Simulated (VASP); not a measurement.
# Mo (Im-3m) in VASP: notebook

Runs on Mo. Level: PBE. Tasks: single point.

Program: VASP 6.6.1. These are calculated values, not measurements. Logs are shortened: lines on timing, memory, paths and dates and some standing lists are left out, and cuts for length are marked.

## Step 1: The structure

Symmetry: Im-3m, No. 229, cubic system. The conventional cell has a = 3.168 Å, b = 3.168 Å, c = 3.168 Å, α = 90.00°, β = 90.00°, γ = 90.00°. Around Mo (site symmetry m-3m) lie 8 Mo at 2.74 Å.

## Step 2: Single point, PBE

File INCAR:

```
ADDGRID = F
ALGO = Normal
EDIFF = 1E-7
ENCUT = 450
GGA = PE
ISIF = 2
ISMEAR = 1
LASPH = T
LCHARG = F
LREAL = F
LWAVE = F
NBANDS = 13
NELM = 100
PREC = Accurate
SIGMA = 0.4
```

File KPOINTS:

```
k-points
0
Gamma
  15 15 15
```

File POSCAR:

```
Mo
1.0
   -1.6018940000      1.6123050000      1.5868230000
    1.5840600000     -1.5829550000      1.5396390000
    1.5998790000      1.5809390000     -1.5574730000
Mo
1
Direct
   -0.0100820000     -0.0008690000      0.0196120000
```

Potentials or basis: VASP PAW PBE potentials, release 64 (Mo_sv).

Run with:

```sh
$ cat potpaw_PBE.64/Mo_sv/POTCAR > POTCAR
$ mpirun -np 1 vasp_std > vasp.out
```

OUTCAR:

```text
EDIFF = 1E-7
   ENCUT = 450
   GGA = PE
   ISIF = 2
   ISMEAR = 1
   LASPH = T
   LREAL = F
   NELM = 100
   PREC = Accurate

 Found   1688 irreducible k-points:

 Following reciprocal coordinates:
            Coordinates               Weight
  0.000000  0.000000  0.000000      1.000000
  0.066667  0.000000  0.000000      2.000000
  0.133333  0.000000  0.000000      2.000000
  0.200000  0.000000  0.000000      2.000000
  0.266667  0.000000  0.000000      2.000000
  0.333333  0.000000  0.000000      2.000000
   k-points           NKPTS =   1688   k-points in BZ     NKDIM =   1688   number of bands    NBANDS=     13
   number of dos      NEDOS =    301   number of ions     NIONS =      1
   total plane-waves  NPLWV =   8000
   dimension x,y,z NGX =    20 NGY =   20 NGZ =   20
   dimension x,y,z NGXF=    40 NGYF=   40 NGZF=   40
   ions per type =               1
   NGX,Y,Z   is equivalent  to a cutoff of  11.99, 12.23, 12.15 a.u.
   NGXF,Y,Z  is equivalent  to a cutoff of  23.99, 24.47, 24.31 a.u.
 SYSTEM =  unknown system
   PREC   = accura    normal or accurate (medium, high low for compatibility)
   ISTART =      0    job   : 0-new  1-cont  2-samecut
   ICHARG =      2    charge: 1-file 2-atom 10-const
   ISPIN  =      1    spin polarized calculation?
   LNONCOLLINEAR =      F non collinear calculations
   LSORBIT =      F    spin-orbit coupling
   LASPH  =      T    aspherical Exc in radial PAW
   ENCUT  =  450.0 eV  33.07 Ry    5.75 a.u.   4.79  4.70  4.73*2*pi/ulx,y,z
   NELM   =    100;   NELMIN=  2; NELMDL= -5     # of ELM steps
   EDIFF  = 0.1E-06   stopping-criterion for ELM
   LREAL  =      F    real-space projection
   EDIFFG = 0.1E-05   stopping-criterion for IOM
   NSW    =      0    number of steps for IOM
   IBRION =     -1    ionic relax: 0-MD 1-quasi-New 2-CG
   NFREE  =      0    steps in history (QN), initial steepest desc. (CG)
   ISIF   =      2    stress and relaxation
   ISYM   =      2    0-nonsym 1-usesym 2-fastsym
   POTIM  = 0.5000    time-step for ionic-motion
   TEBEG  =    0.0;   TEEND  =   0.0 temperature during run
   PSTRESS=    0.0 pullay stress
   NELECT =      14.0000    total number of electrons
   NUPDOWN=      -1.0000    fix difference up-down
   EMIN   =  10.00;   EMAX   =-10.00  energy-range for DOS
   EFERMI =   0.00;   METHOD = LEGACY
   ISMEAR =     1;   SIGMA  =   0.40  broadening in eV -4-tet -1-fermi 0-gaus
   EFERMI_NEDOS =   21; number of points for ismear=-14 and -15
   IALGO  =     38    algorithm
   IMIX   =      4    mixing-type and parameters
     AMIX     =   0.40;   BMIX     =  1.00
     AMIX_MAG =   1.60;   BMIX_MAG =  1.00
  volume/ion in A,a.u.               =      15.89       107.24
  Fermi-wavevector in a.u.,A,eV,Ry     =   1.569380  2.965697 33.510502  2.462952
  Thomas-Fermi vector in A             =   2.671271
   LORBIT       =      0    0 simple, 1 ext, 2 COOP (PROOUT), +10 PAW based schemes
   GGA     = PE    functional components
   LHFCALC =     F    Hartree Fock is set to
   AEXX    =    0.0000 exact exchange contribution
   IVDW    =     0    specifies the selected vdW correction
   LEPSILON=     F    determine dielectric tensor
   LRPA    =     F    only Hartree local field effects (RPA)
 non-spin polarized calculation
 Methfessel and Paxton  Order N= 1 SIGMA  =   0.40
  energy-cutoff  :      450.00
  volume of cell :       15.89
 maximum number of plane-waves:       366
   NGX =  9   NGY =  9   NGZ =  9

 number of electron      13.9999999 magnetization

 Free energy of the ion-electron system (eV)
  ---------------------------------------------------
  ext. energy  EPLUGINS =         0.00000000
  ---------------------------------------------------
  free energy    TOTEN  =       -10.92591873 eV

  energy without entropy =      -10.92748199  energy(sigma->0) =      -10.92643982

 E-fermi :  12.3052     XC(G=0): -13.2974

 val. band max:       12.3026039306   @ k =  -0.3333  -0.2667   0.2667
 cond. band min:      12.3072045123   @ k =   0.0000  -0.0667   0.2000
 fundamental gap:      0.0046005817
 Fermi energy:        12.3052453309

 k-point     1 :       0.0000    0.0000    0.0000
  band No.  band energies     occupation
      1     -48.9500      2.00000
      2     -22.2831      2.00000
      3     -22.2543      2.00000
      4     -22.2218      2.00000
      5       5.1498      2.00000
      6      10.7617      2.00000
      7      11.0491      2.00008
      8      11.1776      2.00050
      9      13.8188     -0.00000
     10      14.1134     -0.00000
     11      26.9261      0.00000
     12      27.0288      0.00000
     13      27.4765      0.00000

 k-point     2 :       0.0667    0.0000    0.0000
  band No.  band energies     occupation
      1     -48.9401      2.00000
      2     -22.3390      2.00000
      3     -22.2734      2.00000
      4     -22.2246      2.00000
      5       5.3403      2.00000
      6      10.6864      2.00000
      7      11.0133      2.00005
      8      11.3217      2.00278
      9      13.7823     -0.00000
     10      14.0332     -0.00000
     11      27.2419      0.00000
     12      27.3306      0.00000
     13      27.6538      0.00000

 k-point     3 :       0.1333    0.0000    0.0000
  band No.  band energies     occupation
      1     -48.9118      2.00000
      2     -22.5029      2.00000
      3     -22.3234      2.00000
      4     -22.2289      2.00000
      5       5.8721      2.00000
      6      10.4292      2.00000
      7      10.8788      2.00001
      8      11.8134      2.07091
      9      13.6313     -0.00003
     10      13.9931     -0.00000
     11      27.6847      0.00000
     12      28.1637      0.00000
     13      28.3234      0.00000

 k-point     4 :       0.2000    0.0000    0.0000
  band No.  band energies     occupation
      1     -48.8700      2.00000
      2     -22.7409      2.00000
      3     -22.3959      2.00000
      4     -22.2338      2.00000
      5       6.6006      2.00000
      6      10.0560      2.00000
      7      10.6996      2.00000
      8      12.6263      0.01851
      9      13.5615     -0.00008
     10      14.0668     -0.00000
     11      27.6469      0.00000
     12      28.5994      0.00000
     13      29.7263      0.00000

 k-point     5 :       0.2667    0.0000    0.0000
  band No.  band energies     occupation
      1     -48.8215      2.00000
      2     -23.0075      2.00000
      3     -22.4783      2.00000
      4     -22.2390      2.00000
      5       7.2045      2.00000
      6       9.6584      2.00000
      7      10.8060      2.00000
      8      13.6814     -0.00001
      9      13.6911     -0.00001
     10      14.2172     -0.00000
     11      26.9137      0.00000
     12      27.9204      0.00000
     13      31.5525      0.00000

 k-point     6 :       0.3333    0.0000    0.0000
  band No.  band energies     occupation
      1     -48.7747      2.00000
      2     -23.2559      2.00000
      3     -22.5559      2.00000
      4     -22.2439      2.00000
      5       7.3661      2.00000
      6       9.3069      2.00000
      7      11.5478      2.02220
      8      13.9113     -0.00000
      9      14.4203     -0.00000
     10      14.8877     -0.00000
     11      25.8451      0.00000
     12      26.4199      0.00000
     13      32.8548      0.00000

 [... further k-points ...]

------------------------ aborting loop because EDIFF is reached ----------------------------------------

  FORCE on cell =-STRESS in cart. coord.  units (eV):
  Direction    XX          YY          ZZ          XY          YZ          ZX
  --------------------------------------------------------------------------------------
  -------------------------------------------------------------------------------------
  Total       -0.2662912     -0.3528727      0.2736576      0.0055527     -0.1753272      0.1056106
  in kB      -26.8471894    -35.5762518     27.5898698      0.5598192    -17.6762954     10.6475439
  external PRESSURE =     -11.6111904 kB  Pullay stress =       0.0000000 kB

 VOLUME and BASIS-vectors are now :
 -----------------------------------------------------------------------------
  energy-cutoff  :      450.00
  volume of cell :       15.89
      direct lattice vectors                 reciprocal lattice vectors
    -1.601894000  1.612305000  1.586823000     0.001971750  0.310249238  0.316949110
     1.584060000 -1.582955000  1.539639000     0.315876418 -0.002757309  0.321678072
     1.599879000  1.580939000 -1.557473000     0.314268351  0.313370033 -0.001149142

 POSITION                                       TOTAL-FORCE (eV/Angst)
 -----------------------------------------------------------------------------------
      0.02832      0.04548      3.07858         0.000000     -0.000000     -0.000000
 -----------------------------------------------------------------------------------
    total drift:                                0.000001      0.000000     -0.000005

  FREE ENERGIE OF THE ION-ELECTRON SYSTEM (eV)
  ---------------------------------------------------
  free  energy   TOTEN  =       -10.9259187348 eV

  energy  without entropy=      -10.9274819919  energy(sigma->0) =      -10.92643982
```

Run time: 94 s. Hardware: 1 thread of Intel Xeon 6975P-C (Granite Rapids), shared host; peak memory 0.36 GiB.

These settings aren't checked as converged: the numbers below hold their error.

Results:

* Free energy: -10.9259 eV
* Pressure: -1.2 GPa
* Band gap on the k mesh: none (metal or under the smearing width)

## Step 3: Single point, PBE

Edit INCAR of step 2 so:

```diff
@@ -14,2 +14,2 @@
 PREC = Accurate
-SIGMA = 0.4
+SIGMA = 0.1
```

KPOINTS is that of step 2.

File POSCAR:

```
Mo
1.0
   -1.5838089719      1.5838089719      1.5838089719
    1.5838089719     -1.5838089719      1.5838089719
    1.5838089719      1.5838089719     -1.5838089719
Mo
1
Direct
    0.0000000000      0.0000000000      0.0000000000
```

Potentials or basis: VASP PAW PBE potentials, release 64 (Mo_sv).

Run with:

```sh
$ cat potpaw_PBE.64/Mo_sv/POTCAR > POTCAR
$ mpirun -np 1 vasp_std > vasp.out
```

Wall time 7.2 s (1 thread of Intel Xeon 6975P-C (Granite Rapids), shared host); peak memory 0.13 GiB.

These settings aren't checked as converged: the numbers below hold their error.

Results:

* Free energy: -10.9322 eV
* Pressure: -1.1 GPa
* Band gap on the k mesh: none (metal or under the smearing width)

## Step 4: Single point, PBE

INCAR is that of step 3.

KPOINTS is that of step 3.

File POSCAR:

```
Mo
1.0
   -1.6018940000      1.6123050000      1.5868230000
    1.5840600000     -1.5829550000      1.5396390000
    1.5998790000      1.5809390000     -1.5574730000
Mo
1
Direct
   -0.0100820000     -0.0008690000      0.0196120000
```

Run with:

```sh
$ cat potpaw_PBE.64/Mo_sv/POTCAR > POTCAR
$ mpirun -np 1 vasp_std > vasp.out
```

It took 82 s on 1 thread of Intel Xeon 6975P-C (Granite Rapids), shared host; peak memory 0.36 GiB.

The run converged, but some of its settings lie outside the range that counts as converged, so its numbers aren't taken as properties of the crystal.

What came out:

| Item | Value |
| --- | --- |
| Free energy | -10.9263 eV |
| Pressure | -1.1 GPa |
| Band gap on the k mesh | none (metal or under the smearing width) |

## Step 5: For comparison

An earlier run on the cell as given: functional PBE; potentials or basis VASP PAW PBE potentials, release 64 (Mo_sv); cutoff 520 eV; k mesh 12 × 12 × 12; occupations fermi-dirac, width 0.05 eV; no spin polarisation.

- Pressure: -1.4 GPa
- Band gap on the k mesh: none (metal or under the smearing width)
